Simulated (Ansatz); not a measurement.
**Energy ranking of La5O structures**

All numbers below come from DFT PBE, scalar-relativistic, plane waves, PAW (Ansatz). Settings: cutoff 420 eV, Γ-centred meshes spaced at most about 0.3 Å⁻¹, and about 0.25 Å⁻¹ or finer for metals (2π included), Gaussian smearing. No spin polarisation.

Formation energies are uncorrected and refer to the elements' standard structures at the same level (O₂ as a molecule).

Temperature and zero-point effects are left out. Larger cells and other orderings weren't all tried, so the list isn't exhaustive. A magnetic state wasn't ruled out in cells without spin, among them P-62m, I4/mmm, P6/mmm at 28.1 Å³/atom, F-43m, P6/mmm at 34.2 Å³/atom.

Invented guesses were relaxed alike, and ends that match in structure were merged. ΔE counts from the first row. Coordination counts La atoms around O (those within 1.25 times the shortest such distance or 1.15 times the sum of covalent radii, 1.27 where that leaves under three; a plus sign parts nearer from farther groups; the shortest distance is added where it exceeds 1.18 times the sum of covalent radii). The ends were matched against large subsets of the Crystallography Open Database and the Materials Project, so a missing match doesn't prove that a structure is unreported.

```tsv
#	reached from	type and space group	atoms	Å³/atom	coordination	ΔE (meV/atom)	gap on mesh (eV)	in databases
1	SrMg5 type (P-62m)	P-62m (No. 189)	6	30.7	O 6	0	0.00	no match
2	random cell	I4/mmm (No. 139)	6	39.9	O 2	240	0.00	no match
3	random cell	P6/mmm (No. 191)	6	28.1	O 14 from 3.4 Å	574	0.00	no match
4	DyCu5 type (F-43m)	F-43m (No. 216)	6	32.8	O 16 from 3.8 Å	897	0.00	no match
5	PrCo5 type (P6/mmm)	P6/mmm (No. 191)	6	34.2	O 6+12 from 3.6 Å	1089	0.00	no match
```

The lowest: Space group P-62m (No. 189), hexagonal, a = 7.787 Å, c = 3.502 Å. La on a site of symmetry m2m has 2 O at 2.63 Å and 8 La at 3.41–3.50 Å; around La on a site of symmetry -6 lie 8 La at 3.44–3.50 Å, 3 La at 4.50 Å and 3 O at 4.50 Å; O has 6 La at 2.63 Å. Its energy over the elements is −0.40 eV/atom. A negative formation energy is needed for stability but isn't enough: competing phases decide. An observed structure of this formula, if there is one, may be missing.

Space group P-62m (No. 189). a = 7.787 Å, b = 7.787 Å, c = 3.502 Å, α = 90.00°, β = 90.00°, γ = 120.00°
```
atom  site  symmetry       x       y       z
  La    3f       m2m  0.7474  0.0000  0.0000
  La    2d      -6..  0.6667  0.3333  0.5000
   O    1b      -62m  0.0000  0.0000  0.5000
```

The second: Space group I4/mmm (No. 139), tetragonal, a = 6.568 Å, c = 11.092 Å. La on a site of symmetry -4m2 has 4 La at 3.36 Å, 4 La at 4.30 Å and 4 O at 4.30 Å; La on a site of symmetry 4mm is surrounded by 1 O at 2.06 Å, 5 La at 3.36–3.48 Å and 1 La at 4.13 Å; around La on a site of symmetry 4/mmm lie 2 La at 3.48 Å and 8 La at 4.30 Å; O has 2 La at 2.06 Å. Counting La atoms around O, the first has O 6 and the second has O 2. Cells relaxed within their symmetry can be saddle points.

```cif
data_structure
_symmetry_space_group_name_H-M 'P 1'
_symmetry_Int_Tables_number 1
_cell_length_a 7.2337
_cell_length_b 7.2337
_cell_length_c 7.2337
_cell_angle_alpha 126.000
_cell_angle_beta 126.000
_cell_angle_gamma 79.889
_cell_volume 239.25
loop_
_atom_site_label
_atom_site_type_symbol
_atom_site_fract_x
_atom_site_fract_y
_atom_site_fract_z
_atom_site_occupancy
La1 La 0.75000 0.25000 0.50000 1
La2 La 0.25000 0.75000 0.50000 1
La3 La 0.31398 0.31398 0.00000 1
La4 La 0.68602 0.68602 0.00000 1
La5 La 0.00000 0.00000 0.00000 1
O1 O 0.50000 0.50000 0.00000 1
```

Some candidate types were left out of the draw beforehand, so a known form may be missing.
